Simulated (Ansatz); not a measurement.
Relax this structure to zero stress and force, keeping its symmetry:

```cif
data_structure
_symmetry_space_group_name_H-M 'Fd-3m:1'
_symmetry_Int_Tables_number 227
_cell_length_a 7.3997
_cell_length_b 7.3997
_cell_length_c 7.3997
_cell_angle_alpha 90.000
_cell_angle_beta 90.000
_cell_angle_gamma 90.000
_cell_volume 405.18
loop_
_atom_site_label
_atom_site_type_symbol
_atom_site_symmetry_multiplicity
_atom_site_Wyckoff_symbol
_atom_site_fract_x
_atom_site_fract_y
_atom_site_fract_z
_atom_site_occupancy
Si1 Si 8 a 0.50000 0.00000 0.50000 1
O1 O 16 c 0.12500 0.12500 0.12500 1
```

Computed with DFT r2SCAN, scalar-relativistic, plane waves, PAW (Ansatz 0.2.0).

Plane waves to 500 eV, a k mesh through Γ of 6×6×6 on the computed 6-atom cell and Gaussian smearing (0.02 eV); no spin polarisation.

Task: What does it relax to?

Result: The volume goes up by 0.01 Å³/atom to 16.89 Å³/atom, and the energy changes by under 0.1 meV/atom. Final structure:
```cif
data_structure
_symmetry_space_group_name_H-M 'P 1'
_symmetry_Int_Tables_number 1
_cell_length_a 5.2335
_cell_length_b 5.2335
_cell_length_c 5.2335
_cell_angle_alpha 60.000
_cell_angle_beta 60.000
_cell_angle_gamma 60.000
_cell_volume 101.36
loop_
_atom_site_label
_atom_site_type_symbol
_atom_site_fract_x
_atom_site_fract_y
_atom_site_fract_z
_atom_site_occupancy
Si1 Si 0.50000 0.50000 0.50000 1
Si2 Si 0.75000 0.75000 0.75000 1
O1 O 0.62500 0.62500 0.62500 1
O2 O 0.12500 0.62500 0.62500 1
O3 O 0.62500 0.62500 0.12500 1
O4 O 0.62500 0.12500 0.62500 1
```

Course of the relaxation (steps run on the plane waves of an earlier cell, and the basis is chosen afresh near the end, so energy and pressure can step there; trial steps that raised the energy were taken back; energies are free energies):

| step | P (GPa) | V (Å³/atom) |
| --- | --- | --- |
| 1 | 0.10 | 16.88 |
| 2 | 0.05 | 16.89 |
| 3 | 0.00 | 16.89 |
| 4 | 0.00 | 16.89 |